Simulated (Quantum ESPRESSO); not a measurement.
# Pb (Fm-3m) in Quantum ESPRESSO: notebook, part 2 of 2

Quantum ESPRESSO 7.5. Earlier steps stand in the parts before.

### 3 Phonons, PBEsol

Contents of pw.in:

```
&CONTROL
  calculation = 'scf'
  prefix = 'pwscf'
  outdir = './tmp'
  pseudo_dir = './pseudo'
  tprnfor = .true.
  tstress = .true.
  disk_io = 'low'
/
&SYSTEM
  ibrav = 0
  nat = 1
  ntyp = 1
  ecutwfc = 56
  nbnd = 13
  occupations = 'smearing'
  smearing = 'mv'
  degauss = 0.01469973
/
&ELECTRONS
  conv_thr = 2d-10
  electron_maxstep = 120
  mixing_beta = 0.5
/
ATOMIC_SPECIES
Pb   207.2000 Pb.upf
CELL_PARAMETERS angstrom
   0.0000000000    2.4750200000    2.4750200000
   2.4750200000    0.0000000000    2.4750200000
   2.4750200000    2.4750200000    0.0000000000
ATOMIC_POSITIONS crystal
Pb     0.0000000000    0.0000000000    0.0000000000
K_POINTS automatic
6 6 6 0 0 0
```

Contents of relax.in:

```
&CONTROL
  calculation = 'vc-relax'
  prefix = 'pwscf'
  outdir = './tmp'
  pseudo_dir = './pseudo'
  tprnfor = .true.
  tstress = .true.
  disk_io = 'low'
  nstep = 40
  forc_conv_thr = 0.0001
  etot_conv_thr = 1d-06
/
&SYSTEM
  ibrav = 0
  nat = 1
  ntyp = 1
  ecutwfc = 56
  nbnd = 13
  occupations = 'smearing'
  smearing = 'mv'
  degauss = 0.01469973
/
&ELECTRONS
  conv_thr = 2d-10
  electron_maxstep = 120
  mixing_beta = 0.5
/
&IONS
  ion_dynamics = 'bfgs'
/
&CELL
  cell_dynamics = 'bfgs'
  press = 0
  press_conv_thr = 0.2
/
ATOMIC_SPECIES
Pb   207.2000 Pb.upf
CELL_PARAMETERS angstrom
   0.0000000000    2.4750200000    2.4750200000
   2.4750200000    0.0000000000    2.4750200000
   2.4750200000    2.4750200000    0.0000000000
ATOMIC_POSITIONS crystal
Pb     0.0000000000    0.0000000000    0.0000000000
K_POINTS automatic
6 6 6 0 0 0
```

Contents of scf2.in:

```
&CONTROL
  calculation = 'scf'
  prefix = 'pwscf'
  outdir = './tmp'
  pseudo_dir = './pseudo'
  tprnfor = .true.
  tstress = .true.
  disk_io = 'low'
/
&SYSTEM
  ibrav = 0
  nat = 1
  ntyp = 1
  ecutwfc = 56
  nbnd = 13
  occupations = 'smearing'
  smearing = 'mv'
  degauss = 0.01469973
/
&ELECTRONS
  conv_thr = 1d-13
  electron_maxstep = 120
  mixing_beta = 0.5
  startingpot = 'file'
  startingwfc = 'file'
/
ATOMIC_SPECIES
Pb   207.2000 Pb.upf
CELL_PARAMETERS angstrom
   0.0000000000    2.4843700137    2.4843700137
   2.4843700137    0.0000000000    2.4843700137
   2.4843700137    2.4843700137    0.0000000000
ATOMIC_POSITIONS crystal
Pb     0.0000000000    0.0000000000    0.0000000000
K_POINTS automatic
6 6 6 0 0 0
```

Contents of ph.in:

```
phonons of Pb
&INPUTPH
  prefix = 'pwscf'
  outdir = './tmp'
  tr2_ph = 1d-18
  fildyn = 'dyn'
  niter_ph = 90
  alpha_mix(1) = 0.4
/
0.3535533906 0.3535533906 0.3535533906
```

Potentials or basis: PseudoDojo 0.4.1 SR PBEsol standard.

On the command line:

```console
$ OMP_NUM_THREADS=1 pw.x -in pw.in > pw.out
$ OMP_NUM_THREADS=1 pw.x -in relax.in > relax.out
$ OMP_NUM_THREADS=1 pw.x -in scf2.in > scf2.out
$ OMP_NUM_THREADS=1 ph.x -in ph.in > ph.out
```

pw.out:

```text
This program is part of the open-source Quantum ESPRESSO suite
     for quantum simulation of materials; please cite
[... 9 lines left out ...]
     --------------------
     sticks:   dense  smooth     PW     G-vecs:    dense   smooth      PW
     Sum         673     673    211                11575    11575    1989

     Using Slab Decomposition

     bravais-lattice index     =            0
     lattice parameter (alat)  =       6.6144  a.u.
     unit-cell volume          =     204.6269 (a.u.)^3
     number of atoms/cell      =            1
     number of atomic types    =            1
     number of electrons       =        14.00
     number of Kohn-Sham states=           13
     kinetic-energy cutoff     =      56.0000  Ry
     charge density cutoff     =     224.0000  Ry
     scf convergence threshold =      2.0E-10
     mixing beta               =       0.5000
     number of iterations used =            8  plain     mixing
     Exchange-correlation= PBESOL
                           (   1   4  10   8   0   0   0)

     celldm(1)=   6.614432  celldm(2)=   0.000000  celldm(3)=   0.000000
     celldm(4)=   0.000000  celldm(5)=   0.000000  celldm(6)=   0.000000

[... 8 lines left out ...]
               b(3) = (  0.707107  0.707107 -0.707107 )

     PseudoPot. # 1 for Pb read from file:
     Pb.upf
     Pseudo is Norm-conserving + core correction, Zval = 14.0
     Generated using ONCVPSP code by D. R. Hamann
     Using radial grid of 1678 points,  6 beta functions with:
                l(1) =   0
                l(2) =   0
                l(3) =   1
                l(4) =   1
                l(5) =   2
                l(6) =   2

     atomic species   valence    mass     pseudopotential
     Pb               14.00   207.20000     Pb( 1.00)

     48 Sym. Ops., with inversion, found

   Cartesian axes

     site n.     atom                  positions (alat units)
         1        Pb     tau(   1) = (   0.0000000   0.0000000   0.0000000  )

     number of k points=    16  Marzari-Vanderbilt smearing, width (Ry)=  0.0147
                       cart. coord. in units 2pi/alat
        k(    1) = (   0.0000000   0.0000000   0.0000000), wk =   0.0092593
        k(    2) = (   0.1178511   0.1178511  -0.1178511), wk =   0.0740741
        k(    3) = (   0.2357023   0.2357023  -0.2357023), wk =   0.0740741
        k(    4) = (  -0.3535534  -0.3535534   0.3535534), wk =   0.0370370
        k(    5) = (   0.2357023   0.0000000  -0.0000000), wk =   0.0555556
        k(    6) = (   0.3535534   0.1178511  -0.1178511), wk =   0.2222222
[... 8 lines left out ...]
        k(   15) = (  -0.1178511  -0.3535534   0.5892557), wk =   0.2222222
        k(   16) = (  -0.7071068   0.2357023   0.0000000), wk =   0.1111111

     Dense  grid:    11575 G-vectors     FFT dimensions: (  32,  32,  32)

     Initial potential from superposition of free atoms

     starting charge      13.9981, renormalised to      14.0000
     Starting wfcs are    9 randomized atomic wfcs +    4 random wfcs

     Self-consistent Calculation

     iteration #  1     ecut=    56.00 Ry     beta= 0.50
     Davidson diagonalization with overlap
     ethr =  1.00E-02,  avg # of iterations =  5.3

     Threshold (ethr) on eigenvalues was too large:
     Diagonalizing with lowered threshold

     Davidson diagonalization with overlap
     ethr =  1.85E-05,  avg # of iterations =  5.9

     total energy              =    -140.53108302 Ry
     estimated scf accuracy    <       0.00264674 Ry

     iteration #  2     ecut=    56.00 Ry     beta= 0.50
     Davidson diagonalization with overlap
     ethr =  1.89E-05,  avg # of iterations =  2.0

     total energy              =    -140.53140339 Ry
     estimated scf accuracy    <       0.00019585 Ry

     iteration #  3     ecut=    56.00 Ry     beta= 0.50
     Davidson diagonalization with overlap
     c_bands:  1 eigenvalues not converged
     ethr =  1.40E-06,  avg # of iterations =  6.0

     total energy              =    -140.53141972 Ry
     estimated scf accuracy    <       0.00002474 Ry

     iteration #  4     ecut=    56.00 Ry     beta= 0.50
     Davidson diagonalization with overlap
     ethr =  1.77E-07,  avg # of iterations =  1.1

     total energy              =    -140.53142067 Ry
     estimated scf accuracy    <       0.00000017 Ry

     iteration #  5     ecut=    56.00 Ry     beta= 0.50
     Davidson diagonalization with overlap
     ethr =  1.18E-09,  avg # of iterations =  3.6

     total energy              =    -140.53142077 Ry
     estimated scf accuracy    <       0.00000002 Ry

     iteration #  6     ecut=    56.00 Ry     beta= 0.50
     Davidson diagonalization with overlap
     ethr =  1.57E-10,  avg # of iterations =  2.0

     total energy              =    -140.53142077 Ry
     estimated scf accuracy    <          4.3E-09 Ry

     iteration #  7     ecut=    56.00 Ry     beta= 0.50
     Davidson diagonalization with overlap
     ethr =  3.06E-11,  avg # of iterations =  1.0

     total energy              =    -140.53142077 Ry
     estimated scf accuracy    <          3.0E-10 Ry

     iteration #  8     ecut=    56.00 Ry     beta= 0.50
     Davidson diagonalization with overlap
     ethr =  2.13E-12,  avg # of iterations =  1.9

     End of self-consistent calculation

          k = 0.0000 0.0000 0.0000 (  1459 PWs)   bands (ev):

    -5.7553  -5.7553  -5.7553  -5.6177  -5.6177  -0.5239  18.6651  18.6651
    18.6651  21.3170  22.5363  23.7214  23.7214

          k = 0.1179 0.1179-0.1179 (  1432 PWs)   bands (ev):

    -5.7578  -5.7259  -5.7259  -5.6118  -5.6118   0.0113  14.5378  18.0891
    18.0891  20.5718  24.0596  24.4590  24.4596

          k = 0.2357 0.2357-0.2357 (  1441 PWs)   bands (ev):

    -5.7733  -5.7306  -5.7306  -5.5340  -5.5340   1.5684   9.6967  17.2127
    17.2127  20.2735  21.9595  22.9889  22.9889

          k =-0.3536-0.3536 0.3536 (  1458 PWs)   bands (ev):

    -5.7853  -5.7464  -5.7464  -5.4803  -5.4803   3.1068   7.0199  16.8406
    16.8406  20.6942  20.7082  22.4348  22.4348

          k = 0.2357 0.0000-0.0000 (  1447 PWs)   bands (ev):

    -5.7968  -5.6813  -5.6813  -5.6636  -5.5869   0.1890  15.6460  16.5378
    16.5378  19.6915  21.1290  26.6387  26.7677

          k = 0.3536 0.1179-0.1179 (  1437 PWs)   bands (ev):

    -5.8056  -5.7101  -5.6564  -5.6073  -5.5211   1.4128  11.4337  15.4004
    15.5360  19.1838  21.5567  25.3865  25.9138

          k =-0.2357-0.4714 0.4714 (  1451 PWs)   bands (ev):

    -5.7902  -5.7184  -5.6801  -5.5525  -5.4764   3.2178   7.9224  13.9230
    15.5658  18.8835  23.6258  24.4354  25.7203

          k =-0.1179-0.3536 0.3536 (  1453 PWs)   bands (ev):

    -5.7578  -5.7268  -5.6833  -5.5452  -5.5267   2.6427   8.8731  13.2829
    16.6835  19.6652  22.9326  23.7355  26.9962

          k = 0.0000-0.2357 0.2357 (  1432 PWs)   bands (ev):

    -5.7541  -5.7183  -5.6727  -5.6463  -5.5542   0.8932  12.5712  14.2395
    18.2930  21.4713  22.2441  23.6092  24.0810

          k = 0.4714 0.0000-0.0000 (  1439 PWs)   bands (ev):

    -5.8792  -5.7731  -5.5260  -5.5260  -5.5247   2.2723  11.2077  14.1801
    14.1801  17.5658  18.3311  29.6514  29.6514

          k =-0.1179-0.5893 0.5893 (  1459 PWs)   bands (ev):

    -5.8650  -5.7779  -5.5472  -5.5115  -5.4648   3.8271   9.0842  11.6742
    13.9335  17.5412  20.5188  28.1653  28.2291

          k =-0.0000-0.4714 0.4714 (  1464 PWs)   bands (ev):

    -5.8126  -5.6544  -5.6049  -5.5857  -5.5171   4.0684   9.4139   9.6891
    14.9082  18.1787  25.1740  26.8542  27.0526

          k =-0.7071 0.0000 0.0000 (  1428 PWs)   bands (ev):

    -5.9201  -5.8347  -5.4934  -5.4444  -5.4444   4.5172   7.9609  13.3039
    13.3039  16.5973  17.8869  30.4523  32.1857

          k =-0.2357-0.4714 0.7071 (  1446 PWs)   bands (ev):

    -5.7850  -5.7407  -5.6409  -5.5303  -5.5184   2.8471  10.1355  11.9897
    14.2744  20.4741  21.5268  23.6897  28.7672

          k =-0.1179-0.3536 0.5893 (  1448 PWs)   bands (ev):

    -5.7619  -5.7188  -5.6271  -5.5889  -5.4781   4.0871   8.6094  11.2382
    13.2617  20.7057  22.6503  25.6202  25.7325

          k =-0.7071 0.2357 0.0000 (  1458 PWs)   bands (ev):

    -5.8104  -5.7745  -5.5732  -5.5456  -5.4444   4.5964   8.8364  11.1678
    11.8168  20.0540  21.0068  26.3744  26.6134

     the Fermi energy is    11.3751 ev

!    total energy              =    -140.53142077 Ry
     estimated scf accuracy    <          8.5E-12 Ry
     smearing contrib. (-TS)   =      -0.00029771 Ry
     internal energy E=F+TS    =    -140.53112306 Ry

     The total energy is F=E-TS. E is the sum of the following terms:
     one-electron contribution =     -30.00156171 Ry
     hartree contribution      =      25.16512153 Ry
     xc contribution           =     -39.62756274 Ry
     ewald contribution        =     -96.06712013 Ry

     convergence has been achieved in   8 iterations

     Forces acting on atoms (cartesian axes, Ry/au):

     atom    1 type  1   force =     0.00000000    0.00000000    0.00000000

     Total force =     0.000000     Total SCF correction =     0.000000

     Computing stress (Cartesian axis) and pressure

          total   stress  (Ry/bohr**3)                   (kbar)     P=        4.90
   0.00003328  -0.00000000  -0.00000000            4.90       -0.00       -0.00
  -0.00000000   0.00003328  -0.00000000           -0.00        4.90       -0.00
  -0.00000000  -0.00000000   0.00003328           -0.00       -0.00        4.90

=------------------------------------------------------------------------------=
   JOB DONE.
=------------------------------------------------------------------------------=
```

It took 55 s on 1 thread of Arm Neoverse V2, shared host; peak memory 0.09 GiB.

What came out:

- Free energy: -1912.0279 eV
- Relaxed volume: 30.67 Å³/atom
- Relaxed cell: a = 3.513 Å, b = 3.513 Å, c = 3.513 Å, α = 60.00°, β = 60.00°, γ = 60.00°
- Space group after relaxing (to 0.05 Å): Fm-3m (No. 225)
- Pressure after relaxing: 0.0 GPa
- Band gap on the k mesh: none (metal or under the smearing width)
- Highest phonon frequency at the q point run: 67 cm⁻¹

Step by step:
```csv
step,energy change (eV),largest force (eV/Å),pressure (GPa),volume (Å³)
1,0.0000,0.0000,0.49,30.32
2,-0.0002,0.0000,0.38,30.40
3,-0.0004,0.0000,0.26,30.48
4,-0.0005,0.0000,0.08,30.61
5,-0.0005,0.0000,0.00,30.67
6,-0.0005,0.0000,0.00,30.67
```

Final structure:
```yaml
crystal:
  lattice:
    - [0.00000, 2.48437, 2.48437]
    - [2.48437, 0.00000, 2.48437]
    - [2.48437, 2.48437, 0.00000]
  atoms:
    - { symbol: Pb, position: [0.00000, 0.00000, 0.00000] }
```

Levels at points of the mesh, in eV from the Fermi level:
```csv
k point,band 4,band 5,band 6,band 7,band 8,band 9,band 10,band 11
"(0.00, 0.00, 0.00)",-16.98,-16.98,-11.82,7.21,7.21,7.21,9.93,11.02
"(0.00, 0.00, -0.50)",-16.85,-16.85,-8.25,-4.29,5.41,5.41,9.23,9.33
"(0.00, -0.50, -0.50)",-16.81,-16.81,-6.87,-3.36,1.92,1.92,5.20,6.48
```

Phonon frequencies in cm⁻¹ (negative: imaginary):
| q point | frequencies |
| --- | --- |
| (0.500, 0.500, 0.500) | 30 30 67 |

Phonon modes at q = (0.500, 0.500, 0.500) in reciprocal lattice units:
| mode | symmetry | cm⁻¹ |
| --- | --- | --- |
| 1 | E_u | 30 |
| 2 | E_u | 30 |
| 3 | A_2u | 67 |

Caveat: the k mesh is coarse (spacing up to 0.37 Å⁻¹), so the values aren't converged; the mesh is thin for the phonons of a metal.
